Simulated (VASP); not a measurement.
# CdSe (Cadmoselite) (P6_3mc) in VASP: settings compared, part 2 of 2

VASP 6.6.1.

**4. Phonons, PBEsol**

This run uses another cell than the first one, of 28.29 Å³/atom, 1.035 times its volume.

File POSCAR:

```
CdSe
1.0
    4.3096852295      0.0000000000      0.0000000000
   -2.1548426148      3.7322968911      0.0000000000
    0.0000000000      0.0000000000      7.0351851828
  Cd              Se
     2     2
Direct
     0.3333333332999970    0.6666666667000030    0.0046653508420675
     0.6666666667000030    0.3333333332999970    0.5046653508420675
     0.3333333332999970    0.6666666667000030    0.3803346491579305
     0.6666666667000030    0.3333333332999970    0.8803346491579305
```

File INCAR.step1:

```
SYSTEM = CdSe
PREC     = Accurate       ! precision mode
ENCUT    = 600            ! plane-wave cutoff, eV
EDIFF    = 1E-8           ! SCF threshold, eV
ISMEAR   = 0              ! smearing method
SIGMA    = 0.03           ! smearing width, eV
LREAL    = .False.        ! projectors in reciprocal space
LASPH    = .True.         ! aspherical terms in the spheres
NELM     = 80             ! most SCF steps
ALGO     = Fast           ! electronic algorithm
ISIF     = 3              ! what is computed and relaxed
LWAVE    = .False.        ! write WAVECAR
LCHARG   = .False.        ! write CHGCAR
GGA      = PS             ! functional
KPAR     = 2            
IBRION   = 2              ! ionic algorithm
NSW      = 40             ! ionic steps
EDIFFG   = -0.002         ! ionic threshold
```

File INCAR.step2:

```
SYSTEM = CdSe
PREC     = Accurate       ! precision mode
ENCUT    = 600            ! plane-wave cutoff, eV
EDIFF    = 1E-8           ! SCF threshold, eV
ISMEAR   = 0              ! smearing method
SIGMA    = 0.03           ! smearing width, eV
LREAL    = .False.        ! projectors in reciprocal space
LASPH    = .True.         ! aspherical terms in the spheres
NELM     = 80             ! most SCF steps
ALGO     = Fast           ! electronic algorithm
ISIF     = 2              ! what is computed and relaxed
LWAVE    = .False.        ! write WAVECAR
LCHARG   = .False.        ! write CHGCAR
GGA      = PS             ! functional
KPAR     = 2            
IBRION   = 6              ! ionic algorithm
NFREE    = 2            
POTIM    = 0.015          ! step
NSW      = 1              ! ionic steps
```

File KPOINTS:

```
Automatic mesh
0
Gamma
  9 9 4
  0 0 0
```

Potentials or basis: VASP PAW PBE potentials, release 64 (Cd, Se).

Launch:

```console
> cat potpaw_PBE.64/Cd/POTCAR potpaw_PBE.64/Se/POTCAR > POTCAR
> cp INCAR.step1 INCAR
> mpirun -np 2 vasp_std > vasp.out
> cp CONTCAR POSCAR
> cp INCAR.step2 INCAR
> mpirun -np 2 vasp_std > vasp.out
```

OUTCAR:

```text
SYSTEM = CdSe
   PREC = Accurate
   ENCUT = 600
   EDIFF = 1E-8
   ISMEAR = 0
   LREAL = .False.
   LASPH = .True.
   NELM = 80
   ISIF = 2
   GGA = PS
   IBRION = 6
   NFREE = 2
   POTIM = 0.015
   NSW = 1

 ion  position               nearest neighbor table
   1  0.333  0.667  0.005-   4 2.64   4 2.64   4 2.64   3 2.64
   2  0.667  0.333  0.505-   3 2.64   3 2.64   3 2.64   4 2.64
[... 1163 lines left out ...]
  z    -3.69383    -3.69383     7.06145     0.00000     0.00000     0.00000

 INTERNAL STRAIN TENSOR FOR ION    4 for displacements in x,y,z  (eV/Angst):
          X           Y           Z          XY          YZ          ZX
  --------------------------------------------------------------------------------
  x    -0.00000     0.00000     0.00000     6.37106    -0.00000     3.77113
  y     6.37106    -6.37106     0.00000     0.00000     3.77113    -0.00000
  z     3.68519     3.68519    -7.06868    -0.00000     0.00000     0.00000

 Eigenvectors and eigenvalues of the dynamical matrix
 ----------------------------------------------------

   1 f  =    5.528289 THz    34.735263 2PiTHz  184.403867 cm-1    22.863155 meV
             X         Y         Z           dx          dy          dz
     -0.000000  2.488198  0.032822    -0.000000    0.000000    0.271525
      2.154843  1.244099  3.550414     0.000000   -0.000000   -0.271525
     -0.000000  2.488198  2.675725    -0.000000    0.000000   -0.652897
      2.154843  1.244099  6.193317     0.000000   -0.000000    0.652897
[... 71 lines left out ...]
  12 f/i=    0.002362 THz     0.014843 2PiTHz    0.078798 cm-1     0.009770 meV
             X         Y         Z           dx          dy          dz
     -0.000000  2.488198  0.032822    -0.000000   -0.000000    0.541724
      2.154843  1.244099  3.550414    -0.000000   -0.000000    0.541724
     -0.000000  2.488198  2.675725    -0.000000   -0.000000    0.454461
      2.154843  1.244099  6.193317    -0.000000   -0.000000    0.454461

 ELASTIC MODULI CONTR FROM IONIC RELAXATION (kBar)
 Direction    XX          YY          ZZ          XY          YZ          ZX
 --------------------------------------------------------------------------------
 XX        -283.9777    119.2589    157.7102      0.0000     -0.0000      0.0000
 YY         119.2589   -283.9777    157.7102      0.0000      0.0000     -0.0000
 ZZ         157.7102    157.7102   -301.9998     -0.0000     -0.0000      0.0000
 XY           0.0000      0.0000     -0.0000   -201.6183      0.0000      0.0000
 YZ          -0.0000      0.0000     -0.0000      0.0000    -81.6530      0.0000
 ZX           0.0000     -0.0000      0.0000      0.0000      0.0000    -81.6529
 --------------------------------------------------------------------------------
```

OUTCAR.step1:

```text
SYSTEM = CdSe
   PREC = Accurate
   ENCUT = 600
   EDIFF = 1E-8
   ISMEAR = 0
   LREAL = .False.
   LASPH = .True.
[... 839 lines left out ...]
     -0.00000      2.48820      2.67572        -0.000000     -0.000000     -0.000536
      2.15484      1.24410      6.19332         0.000000      0.000000     -0.000536
 -----------------------------------------------------------------------------------
    total drift:                               -0.000000      0.000000     -0.000544

  FREE ENERGIE OF THE ION-ELECTRON SYSTEM (eV)
  ---------------------------------------------------
  free  energy   TOTEN  =       -12.3522819015 eV

  energy  without entropy=      -12.3522819015  energy(sigma->0) =      -12.35228190

 reached required accuracy - stopping structural energy minimisation
```

Wall time 8.2 min (2 MPI ranks of Intel Xeon 6975P-C (Granite Rapids), shared host); peak memory 0.83 GiB.

What came out:

```
Highest phonon frequency at Γ, LO-TO splitting left out : 184 cm⁻¹
```

Phonon frequencies in cm⁻¹ (negative: imaginary):
```
              q point                              frequencies
(0.000, 0.000, 0.000)  0 0 0 33 33 122 166 170 170 173 173 184
```

Caveat: the PAW data sets were made with another functional, which shifts forces and pressure a little.

**5. Dielectric tensor, PBEsol**

This run uses another cell than the first one, of 28.29 Å³/atom, 1.035 times its volume.

File INCAR:

```
SYSTEM = CdSe
PREC     = Accurate       ! precision mode
ENCUT    = 600            ! plane-wave cutoff, eV
EDIFF    = 1E-8           ! SCF threshold, eV
ISMEAR   = 0              ! smearing method
SIGMA    = 0.03           ! smearing width, eV
LREAL    = .False.        ! projectors in reciprocal space
LASPH    = .True.         ! aspherical terms in the spheres
NELM     = 80             ! most SCF steps
ALGO     = Fast           ! electronic algorithm
ISIF     = 2              ! what is computed and relaxed
LWAVE    = .False.        ! write WAVECAR
LCHARG   = .False.        ! write CHGCAR
GGA      = PS             ! functional
LEPSILON = .True.         ! dielectric tensor by DFPT
KPAR     = 2
```

File KPOINTS:

```
Automatic mesh
0
Gamma
  12 12 6
  0 0 0
```

POSCAR, as its differences from that of step 4:

```diff
@@ -1,2 +1,2 @@
-CdSe
+CdSe                                    
 1.0
@@ -5,3 +5,3 @@
     0.0000000000      0.0000000000      7.0351851828
-  Cd              Se
+  Cd              Se            
      2     2
```

Potentials or basis: VASP PAW PBE potentials, release 64 (Cd, Se).

Launch:

```console
> cat potpaw_PBE.64/Cd/POTCAR potpaw_PBE.64/Se/POTCAR > POTCAR
> mpirun -np 2 vasp_std > vasp.out
```

OUTCAR:

```text
SYSTEM = CdSe
   PREC = Accurate
   ENCUT = 600
   EDIFF = 1E-8
   ISMEAR = 0
   LREAL = .False.
   LASPH = .True.
   NELM = 80
   ISIF = 2
   GGA = PS
   LEPSILON = .True.

 ion  position               nearest neighbor table
   1  0.333  0.667  0.005-   4 2.64   4 2.64   4 2.64   3 2.64
   2  0.667  0.333  0.505-   3 2.64   3 2.64   3 2.64   4 2.64
   3  0.333  0.667  0.380-   2 2.64   2 2.64   2 2.64   1 2.64
   4  0.667  0.333  0.880-   1 2.64   1 2.64   1 2.64   2 2.64

  LATTYP: Found a hexagonal cell.
 ALAT       =     4.3096852295
 C/A-ratio  =     1.6324127652

  Lattice vectors:

 A1 = (   4.3096852295,   0.0000000000,   0.0000000000)
 A2 = (  -2.1548426148,   3.7322968911,   0.0000000000)
 A3 = (   0.0000000000,   0.0000000000,   7.0351851828)

Analysis of symmetry for initial positions (statically):
=====================================================================
 Subroutine PRICEL returns:
 Original cell was already a primitive cell.

 Routine SETGRP: Setting up the symmetry group for a
 hexagonal supercell.

[... 836 lines left out ...]
  free energy    TOTEN  =        -2.67220996 eV

  energy without entropy =       -2.67220996

------------------------ aborting loop because EDIFF is reached ----------------------------------------

 PIEZOELECTRIC TENSOR FIELD DIRECTION 3  (e Angst)
 -----------------------------------------------------------------------------
     2.51401 -0.00000  0.00000           ( -0.03778  0.00000  0.00000)
    -0.00000  2.51401 -0.00000           (  0.00000 -0.03778 -0.00000)
     0.00000 -0.00000 -5.20465           (  0.00000 -0.00000  0.07949)

 PIEZOELECTRIC TENSOR FIELD DIRECTION 3  (C/m^2)
 -----------------------------------------------------------------------------
     0.35594 -0.00000  0.00000
    -0.00000  0.35594 -0.00000
     0.00000 -0.00000 -0.73689

 MACROSCOPIC STATIC DIELECTRIC TENSOR (including local field effects in DFT)
 ------------------------------------------------------
           9.143214    -0.000000     0.000000
          -0.000000     9.143214    -0.000000
           0.000000    -0.000000     9.041555
 ------------------------------------------------------

 PIEZOELECTRIC TENSOR (including local field effects)  for field in x, y, z        (e  Angst)
          XX          YY          ZZ          XY          YZ          ZX
  --------------------------------------------------------------------------------
  x     0.00000     0.00000     0.00000     0.00000    -0.00000     2.59849
  y     0.00000    -0.00000     0.00000    -0.00000     2.59849    -0.00000
  z     2.51401     2.51401    -5.20465    -0.00000     0.00000     0.00000

 PIEZOELECTRIC TENSOR (including local field effects)  for field in x, y, z        (C/m^2)
          XX          YY          ZZ          XY          YZ          ZX
  --------------------------------------------------------------------------------
  x     0.00000     0.00000     0.00000     0.00000    -0.00000     0.36790
  y     0.00000    -0.00000     0.00000    -0.00000     0.36790    -0.00000
  z     0.35594     0.35594    -0.73689    -0.00000     0.00000     0.00000

 BORN EFFECTIVE CHARGES (including local field effects) (in |e|, cummulative output)
 ---------------------------------------------------------------------------------
 ion    1
    1     2.18242    -0.00000     0.00000
    2    -0.00000     2.18242     0.00000
    3    -0.00000    -0.00000     2.30613
 ion    2
    1     2.18242    -0.00000    -0.00000
    2    -0.00000     2.18242    -0.00000
    3     0.00000     0.00000     2.30613
 ion    3
    1    -2.18242     0.00000     0.00000
    2     0.00000    -2.18242     0.00000
    3    -0.00000     0.00000    -2.30613
 ion    4
    1    -2.18242     0.00000     0.00000
    2     0.00000    -2.18242     0.00000
    3     0.00000    -0.00000    -2.30613
```

It took 15 min on 2 MPI ranks of Intel Xeon 6975P-C (Granite Rapids), shared host; peak memory 1.6 GiB.

What came out:

* Band gap on the k mesh: 0.53 eV, direct
* Electronic dielectric tensor (diagonal): 9.14, 9.14, 9.04
* Born charges (mean of the diagonal): Cd +2.22; Se -2.22 e

Levels at points of the mesh, in eV from the valence-band top:
| k point | band 15 | band 16 | band 17 | band 18 | band 19 | band 20 | band 21 | band 22 |
| --- | --- | --- | --- | --- | --- | --- | --- | --- |
| (0.00, 0.00, 0.00) | -0.77 | -0.05 | 0.00 | 0.00 | 0.53 | 2.09 | 5.78 | 5.78 |
| (0.50, 0.00, 0.00) | -2.68 | -1.87 | -1.35 | -0.76 | 3.11 | 3.23 | 4.66 | 6.04 |
| (0.00, 0.00, 0.50) | -0.40 | -0.40 | -0.40 | -0.40 | 2.27 | 2.27 | 5.74 | 5.74 |
| (0.50, 0.00, 0.50) | -1.37 | -1.37 | -1.36 | -1.36 | 2.82 | 2.82 | 4.75 | 4.75 |

Electronic dielectric tensor:
```
9.14 0.00 0.00
0.00 9.14 0.00
0.00 0.00 9.04
```

Born effective charge tensors (e):
atom 1, Cd
```
2.18 0.00 0.00
0.00 2.18 0.00
0.00 0.00 2.31
```
atom 2, Cd
```
2.18 0.00 0.00
0.00 2.18 0.00
0.00 0.00 2.31
```
atom 3, Se
```
-2.18  0.00  0.00
 0.00 -2.18  0.00
 0.00  0.00 -2.31
```
atom 4, Se
```
-2.18  0.00  0.00
 0.00 -2.18  0.00
 0.00  0.00 -2.31
```

Caveat: the gap is small at this level, which inflates the dielectric constant; the PAW data sets were made with another functional, which shifts forces and pressure a little.

**6. Overview**

| task | level | potentials or basis | cell | k mesh | by perturbation theory | monkhorst-Pack mesh | gap on the mesh (eV) |
| --- | --- | --- | --- | --- | --- | --- | --- |
| phonons | LDA | VASP PAW LDA potentials, release 64 (Cd, Se) | P6_3mc, 27.32 Å³/atom | 9 × 9 × 4 | no | - | - |
| dielectric tensor | LDA | VASP PAW LDA potentials, release 64 (Cd, Se) | P6_3mc, 27.32 Å³/atom | 12 × 12 × 6 | - | no | 0.48 |
| phonons | PBEsol | VASP PAW PBE potentials, release 64 (Cd, Se) | P6_3mc, 28.29 Å³/atom | 9 × 9 × 4 | no | - | - |
| dielectric tensor | PBEsol | VASP PAW PBE potentials, release 64 (Cd, Se) | P6_3mc, 28.29 Å³/atom | 12 × 12 × 6 | - | no | 0.53 |

Alike in all rows: no spin polarisation; cutoff (eV) 600; smearing gaussian 0.03 eV.

Caveats: the gap is small at this level, which inflates the dielectric constant (some runs); the PAW data sets were made with another functional, which shifts forces and pressure a little (some runs).

Absolute energies hang on the potentials; compare differences alone.

**7. Against experiment**

Step 3. Against the measured gap of CdSe, 1.841 eV (2 K; a printed reference work, data compilation), the calculated 0.48 eV is off by -1.36 eV. So large a miss can be the level of theory's own, or it may mean another phase, state or a wrong row. Spin-orbit coupling on Cd, Se is left out. The value is that of LDA, without temperature or zero-point motion. Semilocal functionals fall short of measured gaps as a rule.

Step 5. A measured gap of CdSe is 1.841 eV (2 K; a printed reference work, data compilation); the calculated 0.53 eV misses it by -1.31 eV. So large a miss can be the level of theory's own, or it may mean another phase, state or a wrong row. Spin-orbit coupling on Cd, Se is left out. The value is that of PBEsol, without temperature or zero-point motion. Semilocal functionals fall short of measured gaps as a rule.
